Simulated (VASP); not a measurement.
# Si12HO24 (a cell with a defect) in VASP: a series of runs

One crystal, Si12HO24 (a cell with a defect), is run at these levels: PBE+D3(BJ), r2SCAN; tasks: single point.

Everything below comes from runs of VASP 6.6.1. Logs are shortened: lines on timing, memory, paths and dates and some standing lists are left out, and cuts for length are marked.

### 1 Starting point

The cell holds a defect, 74 atoms: a = 9.832 Å, b = 9.832 Å, c = 10.818 Å, α = 90.00°, β = 90.00°, γ = 120.00°.

### 2 Single point, PBE+D3(BJ)

The input, INCAR:

```
PREC     = Accurate       # precision mode
ENCUT    = 450            # plane-wave cutoff, eV
EDIFF    = 1E-6           # SCF threshold, eV
ISMEAR   = 0              # smearing method
SIGMA    = 0.02           # smearing width, eV
LREAL    = F              # projectors in reciprocal space
LASPH    = T              # aspherical terms in the spheres
NELM     = 80             # most SCF steps
ALGO     = Fast           # electronic algorithm
ISIF     = 2              # what is computed and relaxed
LWAVE    = F              # write WAVECAR
LCHARG   = F              # write CHGCAR
GGA      = PE             # functional
IVDW     = 12             # dispersion correction
```

The input, KPOINTS:

```
regular mesh
0
Gamma
  1 1 1
```

The input, POSCAR:

```
Si12HO24
1.0
    9.8316000000      0.0000000000      0.0000000000
   -4.9158000000      8.5144153600      0.0000000000
    0.0000000000      0.0000000000     10.8182000000
Si O H
24 48 2
Direct
    0.2709099100      0.0094391800      0.1655027100
    0.9985581900      0.2592514300      0.3363694500
    0.2293313700      0.2350352900      0.9973888100
    0.2536999600      0.9943798200      0.6857301500
    0.9943088900      0.2605859300      0.8263963100
    0.2083269900      0.1946535800      0.5153311300
    0.2621491600      0.4975911800      0.1718615900
    0.0071092300      0.7712372900      0.3283148600
    0.2235410900      0.7272896200      0.0054956200
    0.2669434400      0.4925265000      0.6593211300
    0.9964925600      0.7555626100      0.8443723300
    0.2341662800      0.7379975200      0.4999615600
    0.7679183600      0.0027725800      0.1637768200
    0.5150453800      0.2909717700      0.3263891900
    0.7354828800      0.2356065700      0.9947544900
    0.7500254000      0.9945486100      0.6643177100
    0.4988791700      0.2694374300      0.8323993700
    0.7270726000      0.2340685100      0.4992150500
    0.7874783800      0.5096747300      0.1573528400
    0.5014811400      0.7712337700      0.3306460800
    0.7306058600      0.7321122000      0.9989357800
    0.7689976800      0.5017534200      0.6662599300
    0.4892422100      0.7549201000      0.8332459800
    0.7359702800      0.7334614600      0.4949275200
    0.0585994900      0.1851775900      0.4426589500
    0.2910020100      0.3666465000      0.1058264000
    0.1398598500      0.4267424900      0.2869976000
    0.2009835100      0.0720170000      0.0577487200
    0.4066298400      0.3704627500      0.3615348300
    0.4326514900      0.1539250100      0.2217404800
    0.0637104000      0.2018104000      0.9379856800
    0.2961209500      0.3602216000      0.5945064100
    0.1329963000      0.4206365700      0.7662825000
    0.1440959400      0.0534628100      0.6192837800
    0.3618947100      0.2974696100      0.8889306100
    0.4273668200      0.1382933600      0.7227606500
    0.0698422700      0.7005748600      0.4356703700
    0.2976032600      0.8725800500      0.1047948800
    0.1459163000      0.9395625000      0.2791979800
    0.1925934700      0.5656927500      0.0691771200
    0.3725483100      0.8040633200      0.3955902100
    0.4281822600      0.6421691300      0.2206537200
    0.0484628800      0.6811712500      0.9565332700
    0.2831508900      0.8721161200      0.6050312400
    0.1573768100      0.9148317700      0.8113722100
    0.2107464500      0.5753019700      0.5568150000
    0.3464649500      0.7730380600      0.8905284800
    0.4297587500      0.6246495600      0.7230592100
    0.5674995200      0.2199689900      0.4418414100
    0.8114747800      0.3713264800      0.0999751300
    0.6741022500      0.4415287100      0.2761049300
    0.7048024300      0.0708391800      0.0544039400
    0.8598764000      0.2853916600      0.3919929700
    0.9337635900      0.1388796900      0.2191445800
    0.5688786300      0.2097478700      0.9432799200
    0.7969424800      0.3651871000      0.6090898100
    0.6362505700      0.4334820500      0.7744881600
    0.6856066900      0.0652798700      0.5578710000
    0.8594873700      0.2928012300      0.8810256900
    0.9165469200      0.1276861800      0.7199152000
    0.5689396300      0.6934002000      0.4307230900
    0.7919415500      0.8629271600      0.1084292300
    0.6399768800      0.9359748100      0.2761740900
    0.7067804900      0.5682967600      0.0547796900
    0.8688771100      0.7964578400      0.3870153500
    0.9505596500      0.6538900700      0.2097545600
    0.5644435100      0.7011425300      0.9437322700
    0.7805881900      0.8618020400      0.6029322100
    0.6206643000      0.9221698500      0.7749832700
    0.7103227700      0.5713318500      0.5546426500
    0.8615482000      0.7938688900      0.8892565300
    0.9332905500      0.6387354700      0.7249986100
    0.4850341500      0.5121252800      0.3872185800
    0.2926452400      0.1351483600      0.4422009000
```

Potentials or basis: VASP PAW PBE potentials, release 64 (Si, O, H).

The run is started by

```console
cat potpaw_PBE.64/Si/POTCAR potpaw_PBE.64/O/POTCAR potpaw_PBE.64/H/POTCAR > POTCAR
mpirun -np 1 vasp_std > vasp.out
```

OUTCAR:

```text
PREC = Accurate
   ENCUT = 450
   EDIFF = 1E-6
   ISMEAR = 0
   LREAL = F
   LASPH = T
   NELM = 80
   ISIF = 2
   GGA = PE
   IVDW = 12
 IVDW          = 12

 ion  position               nearest neighbor table
   1  0.271  0.009  0.166-  28 1.62  39 1.63  30 1.63  38 1.63   8 3.04   3 3.05   9 3.10  14 3.13

   2  0.999  0.259  0.336-  25 1.62  53 1.62  27 1.62  54 1.63  13 3.04   7 3.05  18 3.10   6 3.12

   3  0.229  0.235  0.997-  28 1.62  26 1.62  31 1.62  35 1.63   1 3.05   5 3.07  17 3.07   7 3.08
[... 40 lines left out ...]
  25  0.059  0.185  0.443-   2 1.62   6 1.63
  26  0.291  0.367  0.106-   7 1.62   3 1.62
  27  0.140  0.427  0.287-   2 1.62   7 1.63
  28  0.201  0.072  0.058-   3 1.62   1 1.62
  29  0.407  0.370  0.362-  73 1.24  14 1.65   6 2.49
  30  0.433  0.154  0.222-   1 1.63  14 1.63
  31  0.064  0.202  0.938-   3 1.62   5 1.63
  32  0.296  0.360  0.595-  10 1.62   6 1.65
  33  0.133  0.421  0.766-   5 1.62  10 1.63
  34  0.144  0.053  0.619-   4 1.63   6 1.65
  35  0.362  0.297  0.889-  17 1.62   3 1.63
[... 35 lines left out ...]
  71  0.862  0.794  0.889-  11 1.62  21 1.63
  72  0.933  0.639  0.725-  22 1.63  11 1.63
  73  0.485  0.512  0.387-  29 1.24
  74  0.293  0.135  0.442-   6 1.46

  LATTYP: Found a hexagonal cell.
 ALAT       =     9.8316000000
 C/A-ratio  =     1.1003498922

  Lattice vectors:

 A1 = (   9.8316000000,   0.0000000000,   0.0000000000)
 A2 = (  -4.9158000000,   8.5144153600,   0.0000000000)
 A3 = (   0.0000000000,   0.0000000000,  10.8182000000)

Analysis of symmetry for initial positions (statically):
=====================================================================
 Subroutine PRICEL returns:
 Original cell was already a primitive cell.

 Routine SETGRP: Setting up the symmetry group for a
 hexagonal supercell.

 Subroutine GETGRP returns: Found  1 space group operations
 (whereof  1 operations were pure point group operations)
 out of a pool of 24 trial point group operations.

The static configuration has the point symmetry C_1 .

Analysis of symmetry for dynamics (positions and initial velocities):
=====================================================================
 Subroutine PRICEL returns:
 Original cell was already a primitive cell.

 Routine SETGRP: Setting up the symmetry group for a
 hexagonal supercell.

 Subroutine GETGRP returns: Found  1 space group operations
 (whereof  1 operations were pure point group operations)
 out of a pool of 24 trial point group operations.

The dynamic configuration has the point symmetry C_1 .

 Subroutine INISYM returns: Found  1 space group operations
 (whereof  1 operations are pure point group operations),
 and found     1 'primitive' translations

----------------------------------------------------------------------------------------

                                     Primitive cell

  volume of cell :     905.5950

  direct lattice vectors                    reciprocal lattice vectors
     9.831600000  0.000000000  0.000000000     0.101712844  0.058723938  0.000000000
    -4.915800000  8.514415360  0.000000000     0.000000000  0.117447876  0.000000000
     0.000000000  0.000000000 10.818200000     0.000000000  0.000000000  0.092436819

  length of vectors
     9.831600000  9.831600000 10.818200000     0.117447876  0.117447876  0.092436819

  position of ions in fractional coordinates (direct lattice)
     0.270909910  0.009439180  0.165502710
     0.998558190  0.259251430  0.336369450
     0.229331370  0.235035290  0.997388810
     0.253699960  0.994379820  0.685730150
[... 165 lines left out ...]

  Shift w.r.t. Gamma in fractional coordinates (k-lattice)
     0.000000000  0.000000000  0.000000000

 Subroutine IBZKPT returns following result:
 ===========================================

 Found      1 irreducible k-points:

 Following reciprocal coordinates:
            Coordinates               Weight
  0.000000  0.000000  0.000000      1.000000
   k-points           NKPTS =      1   k-points in BZ     NKDIM =      1   number of bands    NBANDS=    231
   number of dos      NEDOS =    301   number of ions     NIONS =     74
   total plane-waves  NPLWV = 392000
   dimension x,y,z NGX =    70 NGY =   70 NGZ =   80
   dimension x,y,z NGXF=   140 NGYF=  140 NGZF=  160
   ions per type =              24  48   2
   NGX,Y,Z   is equivalent  to a cutoff of  11.84, 11.84, 12.29 a.u.
   NGXF,Y,Z  is equivalent  to a cutoff of  23.67, 23.67, 24.59 a.u.
 SYSTEM =  unknown system
   PREC   = accura    normal or accurate (medium, high low for compatibility)
   ISTART =      0    job   : 0-new  1-cont  2-samecut
   ICHARG =      2    charge: 1-file 2-atom 10-const
   ISPIN  =      1    spin polarized calculation?
   LNONCOLLINEAR =      F non collinear calculations
   LSORBIT =      F    spin-orbit coupling
   LASPH  =      T    aspherical Exc in radial PAW
   ENCUT  =  450.0 eV  33.07 Ry    5.75 a.u.  17.01 17.01 18.71*2*pi/ulx,y,z
   NELM   =     80;   NELMIN=  2; NELMDL= -5     # of ELM steps
   EDIFF  = 0.1E-05   stopping-criterion for ELM
   LREAL  =      F    real-space projection
   EDIFFG = 0.1E-04   stopping-criterion for IOM
   NSW    =      0    number of steps for IOM
   IBRION =     -1    ionic relax: 0-MD 1-quasi-New 2-CG
   NFREE  =      0    steps in history (QN), initial steepest desc. (CG)
   ISIF   =      2    stress and relaxation
   ISYM   =      2    0-nonsym 1-usesym 2-fastsym
   POTIM  = 0.5000    time-step for ionic-motion
   TEBEG  =    0.0;   TEEND  =   0.0 temperature during run
   PSTRESS=    0.0 pullay stress
   NELECT =     386.0000    total number of electrons
   NUPDOWN=      -1.0000    fix difference up-down
   EMIN   =  10.00;   EMAX   =-10.00  energy-range for DOS
   EFERMI =   0.00;   METHOD = LEGACY
   ISMEAR =     0;   SIGMA  =   0.02  broadening in eV -4-tet -1-fermi 0-gaus
   EFERMI_NEDOS =   21; number of points for ismear=-14 and -15
   IALGO  =     68    algorithm
   IMIX   =      4    mixing-type and parameters
     AMIX     =   0.40;   BMIX     =  1.00
     AMIX_MAG =   1.60;   BMIX_MAG =  1.00
  volume/ion in A,a.u.               =      12.24        82.58
  Fermi-wavevector in a.u.,A,eV,Ry     =   1.232043  2.328224 20.652696  1.517930
  Thomas-Fermi vector in A             =   2.366829
   LORBIT       =      0    0 simple, 1 ext, 2 COOP (PROOUT), +10 PAW based schemes
   GGA     = PE    functional components
   LHFCALC =     F    Hartree Fock is set to
   AEXX    =    0.0000 exact exchange contribution
   IVDW    =    12    specifies the selected vdW correction
   LEPSILON=     F    determine dielectric tensor
   LRPA    =     F    only Hartree local field effects (RPA)
 non-spin polarized calculation
 RMM-DIIS sequential band-by-band and
 Gauss-broadening in eV      SIGMA  =   0.02
  energy-cutoff  :      450.00
  volume of cell :      905.60
 maximum number of plane-waves:     19597
 NGX is ok and might be reduce to    70
   NGX = 33   NGY = 33   NGZ = 37

 number of electron     385.9999977 magnetization

 Free energy of the ion-electron system (eV)
  ---------------------------------------------------
  ext. energy  EPLUGINS =         0.00000000
  ---------------------------------------------------
  free energy    TOTEN  =      -572.53197128 eV

  energy without entropy =     -572.53197128  energy(sigma->0) =     -572.53197128

 E-fermi :   2.1428     XC(G=0):  -9.2999

 val. band max:        2.0466739224   @ k =   0.0000   0.0000   0.0000
 cond. band min:       7.0417838288   @ k =   0.0000   0.0000   0.0000
 fundamental gap:      4.9951099065
 Fermi energy:         2.1428262228

 k-point     1 :       0.0000    0.0000    0.0000
  band No.  band energies     occupation
      1     -18.3029      2.00000
      2     -17.9657      2.00000
      3     -17.7567      2.00000
      4     -17.6997      2.00000
      5     -17.6685      2.00000
      6     -17.6536      2.00000
[... 197 lines left out ...]
    204       9.7660      0.00000
    205      10.0035      0.00000
 [bands above 205 left out]

------------------------ aborting loop because EDIFF is reached ----------------------------------------

 Edisp (eV)  -10.54364

 E8    (eV) :    -3.5620

  FORCE on cell =-STRESS in cart. coord.  units (eV):
  Direction    XX          YY          ZZ          XY          YZ          ZX
  --------------------------------------------------------------------------------------
  -------------------------------------------------------------------------------------
  Total      -2.92960    -7.08469     3.63985     1.74365    -7.31339     0.62612
  in kB      -5.18304   -12.53423     6.43961     3.08486   -12.93883     1.10773
  external pressure =       -3.76 kB  Pullay stress =        0.00 kB

 VOLUME and BASIS-vectors are now :
 -----------------------------------------------------------------------------
  energy-cutoff  :      450.00
  volume of cell :      905.60
      direct lattice vectors                 reciprocal lattice vectors
     9.831600000  0.000000000  0.000000000     0.101712844  0.058723938  0.000000000
    -4.915800000  8.514415360  0.000000000     0.000000000  0.117447876  0.000000000
     0.000000000  0.000000000 10.818200000     0.000000000  0.000000000  0.092436819

 POSITION                                       TOTAL-FORCE (eV/Angst)
 -----------------------------------------------------------------------------------
      2.61708      0.08037      1.79044         0.066467      0.133783      0.044732
      8.54300      2.20737      3.63891         0.060533      0.050337      0.041209
      1.09931      2.00119     10.78995         0.010074      0.005238      0.048493
     -2.39390      8.46656      7.41837         0.015926      0.039491     -0.010311
      8.49466      2.21874      8.94012         0.011800      0.025891      0.017397
      1.09131      1.65736      5.57496         0.191887      0.169087     -0.269558
[... 66 lines left out ...]
      2.25116      4.36045      4.18901        -0.147889     -3.712339     -0.767970
      2.21281      1.15071      4.78382        -0.020640     -0.020786      0.018706
 -----------------------------------------------------------------------------------
    total drift:                               -0.002588      0.000243     -0.001276

  FREE ENERGIE OF THE ION-ELECTRON SYSTEM (eV)
  ---------------------------------------------------
  free  energy   TOTEN  =      -583.0756092992 eV

  energy  without entropy=     -583.0756092992  energy(sigma->0) =     -583.07560930
```

Wall time 14 min (1 thread of Intel Xeon Platinum 8175M at 2.50GHz (Skylake/Cascade Lake), shared host); peak memory 0.86 GiB.

What came out:

```yaml
Free_energy: -583.0756 eV
Largest_force: 3.794 eV/Å
Band_gap_on_the_k_mesh: 5.00 eV, direct
Dispersion_energy_per_atom: -0.142 eV
```

Forces in eV/Å, atoms in the order of the input:
```
Si   0.066  0.134  0.045
Si   0.061  0.050  0.041
Si   0.010  0.005  0.048
Si   0.016  0.039 -0.010
Si   0.012  0.026  0.017
Si   0.192  0.169 -0.270
Si   0.052 -0.180  0.049
Si   0.084  0.021 -0.091
Si  -0.014  0.002  0.017
Si   0.035 -0.125 -0.011
Si   0.008  0.022  0.012
Si  -0.088 -0.021  0.079
Si   0.079  0.080 -0.085
Si  -0.554  0.364  0.181
Si  -0.030  0.020  0.021
Si  -0.030  0.118  0.071
Si  -0.026  0.002  0.012
Si  -0.121  0.022 -0.093
Si  -0.031 -0.085  0.090
Si  -0.534  0.311 -0.539
Si   0.003 -0.054  0.003
Si   0.049 -0.063  0.050
Si  -0.029  0.005  0.039
Si   0.691  0.116  0.344
O   -0.068 -0.019  0.001
O   -0.033  0.011 -0.045
O   -0.026  0.025 -0.023
O   -0.009 -0.009 -0.018
O    0.162  3.647  0.931
O    0.045 -0.161 -0.116
O   -0.022  0.003 -0.020
O   -0.064  0.052  0.102
O   -0.004  0.009  0.002
O   -0.029 -0.051  0.060
O    0.006 -0.005 -0.011
O    0.005 -0.004  0.004
O   -0.003  0.011  0.004
O    0.006 -0.041 -0.017
O   -0.028 -0.055  0.027
O    0.018  0.024  0.007
O    0.149 -0.029 -0.002
O    0.066  0.162  0.136
O   -0.011 -0.006 -0.002
O    0.009 -0.031 -0.021
O    0.004 -0.013  0.003
O    0.014  0.047 -0.021
O    0.015 -0.007 -0.009
O    0.012  0.031 -0.019
O    0.179 -0.065  0.083
O    0.017 -0.020 -0.036
O    0.214  0.111 -0.127
O    0.015 -0.030  0.025
O    0.012 -0.018  0.008
O   -0.030 -0.037 -0.012
O    0.005  0.005 -0.012
O   -0.002  0.020  0.018
O    0.016  0.022 -0.021
O    0.044 -0.068  0.021
O    0.004 -0.012 -0.009
O   -0.019 -0.031 -0.018
O   -0.032 -0.643 -0.079
O   -0.023 -0.001  0.024
O    0.006 -0.129  0.139
O   -0.003  0.035 -0.027
O   -0.180 -0.040  0.064
O    0.005  0.045  0.019
O   -0.006  0.016 -0.009
O   -0.061 -0.108 -0.142
O    0.022 -0.006 -0.025
O   -0.100  0.114 -0.083
O   -0.009  0.000 -0.009
O   -0.019  0.002 -0.017
H   -0.148 -3.712 -0.768
H   -0.021 -0.021  0.019
```

Caveat: the cutoff is under 1.25 times the usual one of these potentials, so pressure, stress and relaxed cells hold a basis-set (Pulay) error. Expect the measured gap to be larger: semilocal functionals such as PBE lack the derivative discontinuity.

(Part 1 of 2 ends here.)
